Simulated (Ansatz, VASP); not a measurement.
AlN in VASP and in Ansatz

```
Al N
1.0
     3.09012    0.00000    0.00000
    -1.54506    2.67612    0.00000
     0.00000    0.00000    4.94459
Al N
2 2
Cartesian
  0.0000 1.7841 0.0000
  1.5451 0.8920 2.4723
  0.0000 1.7841 1.9037
  1.5451 0.8920 4.3760
```

Change from the starting cell: volume scaled by 0.98, PAW files.

Alike in both runs: task electric field gradients; functional PBEsol; k mesh 10 × 10 × 6; occupations fermi-dirac, width 0.03 eV; no spin polarisation.

|  | VASP | Ansatz |
| --- | --- | --- |
| version | VASP 6.6.1 | Ansatz 0.2.0 |
| potentials or method | VASP PAW PBE potentials, release 64 (Al, N) | PAW with Ansatz's default frozen-core files, scalar-relativistic |
| plane-wave cutoff (eV) | 520 | 420 |
| valence electrons in the cell | 16 | 16 |

VASP gave:

```
gap on the k mesh at the Fermi level (eV)                      : 4.27
pressure (GPa)                                                 : 4.8
largest component of the traceless stress (GPa)                : 1.69
rms of the force components (eV/Å)                             : 0.103
Vzz of the field gradient on the site that differs most (V/Å²) : 0.9
```

Task: Estimate Ansatz's values.

Result: gap on the k mesh at the Fermi level (eV): 4.25; pressure (GPa): 4.8; largest component of the traceless stress (GPa): 1.67; rms of the force components (eV/Å): 0.103; Vzz of the field gradient on the site that differs most (V/Å²): 0.5.

Atom by atom the forces differ by 0.001 eV/Å (rms over components).

Caveats: the PAW data sets were made with another functional, which shifts forces and pressure a little (VASP). A k mesh can miss the band edges.
